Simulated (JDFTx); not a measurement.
# P (Cmce) in JDFTx: equation of state

Aim: energy against volume of P in PBEsol, for its equilibrium volume and stiffness.

Everything below comes from runs of JDFTx 1.7.0 (patched build). Logs are shortened: lines on timing, memory, paths and dates and some standing lists are left out, and cuts for length are marked. The log counts tension as positive stress, the text compression.

### 1 The structure

The structure is orthorhombic, space group Cmce (No. 64). The conventional cell has a = 3.295 Å, b = 10.930 Å, c = 4.544 Å, α = 90.00°, β = 90.00°, γ = 90.00°. P (site symmetry m) is surrounded by 3 P at 2.20 to 2.25 Å.

### 2 Equation of state, PBEsol, 19.23 Å³/atom (volume scaled by 0.94)

File P.in:

```
lattice \
    3.0502187960     3.0502187960     0.0000000000 \
  -10.1166016389    10.1166016389     0.0000000000 \
    0.0000000000     0.0000000000     8.4109485732
coords-type Lattice
ion P      0.9041431300     0.0958568700     0.5888151700 1
ion P      0.0958568700     0.9041431300     0.4111848300 1
ion P      0.5958568700     0.4041431300     0.0888151700 1
ion P      0.4041431300     0.5958568700     0.9111848300 1

ion-species pseudo/P.upf
elec-cutoff 22 176
elec-ex-corr gga-PBEsol
kpoint-folding 8 8 6
elec-smearing Fermi 0.0018374661
elec-n-bands 16
electronic-SCF nIterations 100 energyDiffThreshold 1e-09
electronic-minimize nIterations 30 energyDiffThreshold 1e-7
forces-output-coords Cartesian

dump-name run.$VAR
dump End Ecomponents EigStats BandEigs Kpoints Forces Stress ElecDensity Dtot KEdensity
```

Potentials or basis: PseudoDojo-SR-PBEsol-0.4.1-standard with smoothed tails.

Run with:

```
jdftx -c 1 -i P.in -o P.out
```

The log of the run:

```text
*************** JDFTx 1.7.0 (patched build) ***************

Input parsed successfully to the following command list (including defaults):
[... the input with its defaults ...]

---------- Setting up symmetries ----------

Non-trivial transmission matrix:
[   0   0   1  ]
[   0   1   1  ]
[  -1   0   0  ]
with reduced lattice vectors:
[      0.000000      3.050219      6.100438  ]
[      0.000000     10.116602      0.000000  ]
[     -8.410949      0.000000      0.000000  ]

Found 8 point-group symmetries of the bravais lattice
Found 8 space-group symmetries with basis
Applied RMS atom displacement 8.65123e-17 bohrs to make symmetries exact.

---------- Initializing the Grid ----------
R =
[      3.05022      3.05022            0  ]
[     -10.1166      10.1166            0  ]
[            0            0      8.41095  ]
unit cell volume = 519.088
G =
[    1.02996  -0.310538          0  ]
[    1.02996   0.310538         -0  ]
[         -0          0   0.747025  ]
Minimum fftbox size, Smin = [  64  64  52  ]
Chosen fftbox size, S = [  64  64  54  ]

---------- Initializing tighter grid for wavefunction operations ----------
R =
[      3.05022      3.05022            0  ]
[     -10.1166      10.1166            0  ]
[            0            0      8.41095  ]
unit cell volume = 519.088
G =
[    1.02996  -0.310538          0  ]
[    1.02996   0.310538         -0  ]
[         -0          0   0.747025  ]
Minimum fftbox size, Smin = [  48  48  36  ]
Chosen fftbox size, S = [  48  48  36  ]

---------- Exchange Correlation functional ----------
Initalized PBEsol GGA exchange.
Initalized PBEsol GGA correlation.

---------- Setting up pseudopotentials ----------
Width of ionic core gaussian charges (only for fluid interactions / plotting) set to 0

Reading pseudopotential file 'pseudo/P.upf':
  'P' pseudopotential, 'PBESOL' functional
  Generated using ONCVPSP code by D. R. Hamann
  5 valence electrons, 2 orbitals, 6 projectors, 1001 radial grid points, with lMax = 2
    3S    l: 0   occupation:  2.0   eigenvalue: -0.511448
    3P    l: 1   occupation:  3.0   eigenvalue: -0.201377
  Core radius for overlap checks: 1.66 bohrs.

Initialized 1 species with 4 total atoms.

Folded 1 k-points by 8x8x6 to 384 k-points.

---------- Setting up k-points, bands, fillings ----------
Reduced to 84 k-points under symmetry.
Computing the number of bands and number of electrons
Calculating initial fillings.
nElectrons:  20.000000   nBands: 16   nStates: 84

----- Setting up reduced wavefunction bases (one per k-point) -----
average nbasis = 2557.706 , ideal nbasis = 2558.401

---------- Setting up ewald sum ----------
Optimum gaussian width for ewald sums = 2.544761 bohr.
Real space sum over 1521 unit cells with max indices [  6  6  4  ]
Reciprocal space sum over 3757 terms with max indices [  8  8  6  ]

---------- Allocating electronic variables ----------
Initializing wave functions:  linear combination of atomic orbitals
P pseudo-atom occupations:   s ( 2 )  p ( 3 )
	FillingsUpdate:  mu: +0.308164926  nElectrons: 20.000000
LCAOMinimize: Iter:   0  F: -26.1345968170494523  |grad|_K:  1.337e-03  alpha:  1.000e+00
	FillingsUpdate:  mu: +0.311049874  nElectrons: 20.000000
LCAOMinimize: Iter:   1  F: -26.1503605901416805  |grad|_K:  1.752e-04  alpha:  6.795e-01  linmin: -2.603e-02  cgtest: -1.576e-02
	FillingsUpdate:  mu: +0.311053437  nElectrons: 20.000000
[... 4 lines of inner loops ...]
LCAOMinimize: Iter:   4  F: -26.1506309015543508  |grad|_K:  2.262e-07  alpha:  6.622e-01  linmin:  6.947e-04  cgtest: -4.007e-03
	FillingsUpdate:  mu: +0.311016994  nElectrons: 20.000000
LCAOMinimize: Iter:   5  F: -26.1506309020784045  |grad|_K:  2.111e-08  alpha:  8.438e-01  linmin:  2.662e-04  cgtest:  1.403e-03
LCAOMinimize: Converged (|Delta F|<1.000000e-06 for 2 iters).

-------- Electronic minimization -----------
Will mix electronic density at each iteration.
	FillingsUpdate:  mu: +0.311016994  nElectrons: 20.000000
	FillingsUpdate:  mu: +0.268449999  nElectrons: 20.000000
SCF: Cycle:  0   F: -26.326285013173369   dF: -1.757e-01   |Residual|: 2.074e-01   |deigs|: 4.199e-02
	FillingsUpdate:  mu: +0.272204360  nElectrons: 20.000000
SCF: Cycle:  1   F: -26.416948540807304   dF: -9.066e-02   |Residual|: 1.013e-01   |deigs|: 1.430e-02
	FillingsUpdate:  mu: +0.275073188  nElectrons: 20.000000
SCF: Cycle:  2   F: -26.446187252388924   dF: -2.924e-02   |Residual|: 2.608e-02   |deigs|: 1.404e-02
	FillingsUpdate:  mu: +0.275608681  nElectrons: 20.000000
SCF: Cycle:  3   F: -26.446345875766312   dF: -1.586e-04   |Residual|: 1.142e-02   |deigs|: 1.910e-03
	FillingsUpdate:  mu: +0.276437839  nElectrons: 20.000000
SCF: Cycle:  4   F: -26.446733129795636   dF: -3.873e-04   |Residual|: 1.861e-03   |deigs|: 1.770e-03
	FillingsUpdate:  mu: +0.276482579  nElectrons: 20.000000
SCF: Cycle:  5   F: -26.446745849179212   dF: -1.272e-05   |Residual|: 2.011e-03   |deigs|: 2.760e-04
	FillingsUpdate:  mu: +0.276483586  nElectrons: 20.000000
SCF: Cycle:  6   F: -26.446754134177798   dF: -8.285e-06   |Residual|: 3.506e-04   |deigs|: 1.790e-04
	FillingsUpdate:  mu: +0.276487855  nElectrons: 20.000000
SCF: Cycle:  7   F: -26.446754835990937   dF: -7.018e-07   |Residual|: 1.776e-04   |deigs|: 5.245e-05
	FillingsUpdate:  mu: +0.276486488  nElectrons: 20.000000
SCF: Cycle:  8   F: -26.446755141455892   dF: -3.055e-07   |Residual|: 2.466e-05   |deigs|: 5.632e-05
	FillingsUpdate:  mu: +0.276486018  nElectrons: 20.000000
SCF: Cycle:  9   F: -26.446755231533945   dF: -9.008e-08   |Residual|: 1.978e-05   |deigs|: 4.638e-05
	FillingsUpdate:  mu: +0.276486473  nElectrons: 20.000000
SCF: Cycle: 10   F: -26.446755273373249   dF: -4.184e-08   |Residual|: 7.033e-06   |deigs|: 5.141e-05
	FillingsUpdate:  mu: +0.276486015  nElectrons: 20.000000
SCF: Cycle: 11   F: -26.446755287905606   dF: -1.453e-08   |Residual|: 5.260e-06   |deigs|: 3.476e-05
	FillingsUpdate:  mu: +0.276485933  nElectrons: 20.000000
SCF: Cycle: 12   F: -26.446755295151529   dF: -7.246e-09   |Residual|: 2.044e-06   |deigs|: 4.743e-05
	FillingsUpdate:  mu: +0.276485735  nElectrons: 20.000000
SCF: Cycle: 13   F: -26.446755297489048   dF: -2.338e-09   |Residual|: 2.022e-06   |deigs|: 2.405e-05
	FillingsUpdate:  mu: +0.276485787  nElectrons: 20.000000
SCF: Cycle: 14   F: -26.446755299008650   dF: -1.520e-09   |Residual|: 1.621e-06   |deigs|: 3.527e-05
	FillingsUpdate:  mu: +0.276485764  nElectrons: 20.000000
SCF: Cycle: 15   F: -26.446755299379294   dF: -3.706e-10   |Residual|: 5.711e-07   |deigs|: 1.807e-05
	FillingsUpdate:  mu: +0.276485760  nElectrons: 20.000000
SCF: Cycle: 16   F: -26.446755299630031   dF: -2.507e-10   |Residual|: 1.651e-07   |deigs|: 2.688e-05
SCF: Converged (|Delta E|<1.000000e-09 for 2 iters).

Setting wave functions to eigenvectors of Hamiltonian

# Stress tensor in Cartesian coordinates [Eh/a0^3]:
[ -0.000185786            0            0  ]
[            0 -0.000129031            0  ]
[            0            0 -0.000149906  ]

# Ionic positions in lattice coordinates:
ion P   0.904143130000000   0.095856870000000   0.588815170000000 1
ion P   0.095856870000000   0.904143130000000   0.411184830000000 1
ion P   0.595856870000000   0.404143130000000   0.088815170000000 1
ion P   0.404143130000000   0.595856870000000   0.911184830000000 1

# Forces in Cartesian coordinates:
force P  -0.000000000000001   0.010951768396883  -0.012640941623376 1
force P   0.000000000000001  -0.010951768396883   0.012640941623376 1
force P  -0.000000000000000  -0.010951768396883  -0.012640941623376 1
force P  -0.000000000000000   0.010951768396883   0.012640941623376 1

# Energy components:
   Eewald =      -25.2547465354771283
       EH =        3.5102535934111070
     Eloc =      -12.1674303734828477
      Enl =        4.2177644190326173
      Exc =       -8.2027525030630901
 Exc_core =        1.2325618658458415
       KE =       10.2176318228171059
-------------------------------------
     Etot =      -26.4467177109163956
       TS =        0.0000375887136356
-------------------------------------
        F =      -26.4467552996300306

IonicMinimize: Iter:   0  F: -26.446755299630031  |grad|_K:  9.656e-03
IonicMinimize: None of the convergence criteria satisfied after 0 iterations.

#--- Lowdin population analysis ---
# oxidation-state P +0.091 +0.091 +0.091 +0.091

Dumping 'run.eigStats' ...
	eMin: -0.326485 at state 0 ( [ +0.000000 +0.000000 +0.000000 ] spin 0 )
	HOMO: +0.274834 at state 80 ( [ +0.500000 +0.500000 +0.000000 ] spin 0 )
	mu  : +0.276486
	LUMO: +0.276700 at state 80 ( [ +0.500000 +0.500000 +0.000000 ] spin 0 )
	eMax: +0.515874 at state 0 ( [ +0.000000 +0.000000 +0.000000 ] spin 0 )
	HOMO-LUMO gap: +0.001866
	Optical gap  : +0.001866 at state 80 ( [ +0.500000 +0.500000 +0.000000 ] spin 0 )
Done!
```

Wall time 3.2 min (1 thread of AMD EPYC 7R43 (Zen 3), shared host); peak memory 0.37 GiB.

Results:

* Free energy: -719.6529 eV
* Pressure: 4.6 GPa
* Largest force: 0.860 eV/Å
* Band gap on the k mesh: 0.05 eV, direct

### 3 Equation of state, PBEsol, 19.64 Å³/atom (volume scaled by 0.96)

Edit P.in of step 2 so:

```diff
@@ -1,5 +1,5 @@
 lattice \
-    3.0502187960     3.0502187960     0.0000000000 \
-  -10.1166016389    10.1166016389     0.0000000000 \
-    0.0000000000     0.0000000000     8.4109485732
+    3.0716999177     3.0716999177     0.0000000000 \
+  -10.1878476598    10.1878476598     0.0000000000 \
+    0.0000000000     0.0000000000     8.4701825571
 coords-type Lattice
@@ -21,2 +21,2 @@
 dump-name run.$VAR
-dump End Ecomponents EigStats BandEigs Kpoints Forces Stress ElecDensity Dtot KEdensity
+dump End Ecomponents EigStats BandEigs Kpoints Forces Stress
```

Potentials or basis: PseudoDojo-SR-PBEsol-0.4.1-standard with smoothed tails.

Run with:

```
jdftx -c 1 -i P.in -o P.out
```

Wall time 3.4 min (1 thread of AMD EPYC 7R43 (Zen 3), shared host); peak memory 0.36 GiB.

It converged, with:

```yaml
Free_energy: -719.6895 eV
Pressure: 2.6 GPa
Largest_force: 0.654 eV/Å
Band_gap_on_the_k_mesh: 0.04 eV, direct
```

### 4 Equation of state, PBEsol, 20.05 Å³/atom (volume scaled by 0.98)

Edit P.in of step 3 so:

```diff
@@ -1,5 +1,5 @@
 lattice \
-    3.0716999177     3.0716999177     0.0000000000 \
-  -10.1878476598    10.1878476598     0.0000000000 \
-    0.0000000000     0.0000000000     8.4701825571
+    3.0928847246     3.0928847246     0.0000000000 \
+  -10.2581108985    10.2581108985     0.0000000000 \
+    0.0000000000     0.0000000000     8.5285994552
 coords-type Lattice
```

Run with:

```
jdftx -c 1 -i P.in -o P.out
```

It took 3.4 min on 1 thread of AMD EPYC 7R43 (Zen 3), shared host; peak memory 0.37 GiB.

It converged, with:

```
Free energy            : -719.7075 eV
Pressure               : 0.9 GPa
Largest force          : 0.465 eV/Å
Band gap on the k mesh : 0.02 eV, direct
```

### 5 Equation of state, PBEsol, 20.46 Å³/atom

Edit P.in of step 4 so:

```diff
@@ -1,5 +1,5 @@
 lattice \
-    3.0928847246     3.0928847246     0.0000000000 \
-  -10.2581108985    10.2581108985     0.0000000000 \
-    0.0000000000     0.0000000000     8.5285994552
+    3.1137832283     3.1137832283     0.0000000000 \
+  -10.3274245612    10.3274245612     0.0000000000 \
+    0.0000000000     0.0000000000     8.5862268752
 coords-type Lattice
```

Run with:

```
jdftx -c 1 -i P.in -o P.out
```

Wall time 5.1 min (1 thread of AMD EPYC 7R43 (Zen 3), shared host); peak memory 0.38 GiB.

It converged, with:

```
Free energy            : -719.7087 eV
Pressure               : -0.6 GPa
Largest force          : 0.297 eV/Å
Band gap on the k mesh : 0.01 eV, direct
```

### 6 Equation of state, PBEsol, 20.87 Å³/atom (volume scaled by 1.02)

Edit P.in of step 5 so:

```diff
@@ -1,5 +1,5 @@
 lattice \
-    3.1137832283     3.1137832283     0.0000000000 \
-  -10.3274245612    10.3274245612     0.0000000000 \
-    0.0000000000     0.0000000000     8.5862268752
+    3.1344049102     3.1344049102     0.0000000000 \
+  -10.3958200946    10.3958200946     0.0000000000 \
+    0.0000000000     0.0000000000     8.6430909621
 coords-type Lattice
```

Potentials or basis: PseudoDojo-SR-PBEsol-0.4.1-standard with smoothed tails.

Run with:

```
jdftx -c 1 -i P.in -o P.out
```

Wall time 4.9 min (1 thread of AMD EPYC 7R43 (Zen 3), shared host); peak memory 0.39 GiB.

The run converged. Its results:

```yaml
Free_energy: -719.6950 eV
Pressure: -2.0 GPa
Largest_force: 0.165 eV/Å
Band_gap_on_the_k_mesh: 0.04 eV, direct
```

### 7 Equation of state, PBEsol, 21.28 Å³/atom (volume scaled by 1.04)

Edit P.in of step 6 so:

```diff
@@ -1,5 +1,5 @@
 lattice \
-    3.1344049102     3.1344049102     0.0000000000 \
-  -10.3958200946    10.3958200946     0.0000000000 \
-    0.0000000000     0.0000000000     8.6430909621
+    3.1547587593     3.1547587593     0.0000000000 \
+  -10.4633273114    10.4633273114     0.0000000000 \
+    0.0000000000     0.0000000000     8.6992165019
 coords-type Lattice
```

Run with:

```
jdftx -c 1 -i P.in -o P.out
```

It took 6.5 min on 1 thread of AMD EPYC 7R43 (Zen 3), shared host; peak memory 0.4 GiB.

Results (log left out):

```yaml
Free_energy: -719.6678 eV
Pressure: -3.3 GPa
Largest_force: 0.146 eV/Å
Band_gap_on_the_k_mesh: 0.07 eV, direct
```

### 8 Equation of state, PBEsol, 21.69 Å³/atom (volume scaled by 1.06)

Edit P.in of step 7 so:

```diff
@@ -1,5 +1,5 @@
 lattice \
-    3.1547587593     3.1547587593     0.0000000000 \
-  -10.4633273114    10.4633273114     0.0000000000 \
-    0.0000000000     0.0000000000     8.6992165019
+    3.1748533058     3.1748533058     0.0000000000 \
+  -10.5299745051    10.5299745051     0.0000000000 \
+    0.0000000000     0.0000000000     8.7546270182
 coords-type Lattice
```

Run with:

```
jdftx -c 1 -i P.in -o P.out
```

Run time: 8.5 min. Hardware: 1 thread of AMD EPYC 7R43 (Zen 3), shared host; peak memory 0.39 GiB.

The run converged. Its results:

```yaml
Free_energy: -719.6285 eV
Pressure: -4.4 GPa
Largest_force: 0.246 eV/Å
Band_gap_on_the_k_mesh: 0.11 eV, direct
```

### 9 Equation of state, PBEsol

Potentials or basis: PseudoDojo-SR-PBEsol-0.4.1-standard with smoothed tails.

No new run: the results of the series are fitted here.

Results:

```
Equilibrium volume                        : 20.28 Å³/atom
Bulk modulus at fixed shape and positions : 76 GPa
Pressure derivative of the bulk modulus   : 4.3
```

Energy against volume, from the lowest point:
```
volume (Å³/atom)  energy (meV/atom)
          19.230              13.96
          19.639               4.81
          20.049               0.32
          20.458               0.00
          20.867               3.43
          21.276              10.23
          21.685              20.06
```

Caveat: the cell was scaled at fixed shape and fractional positions, which overstates the stiffness of a crystal with free parameters, most of all of layers and chains.
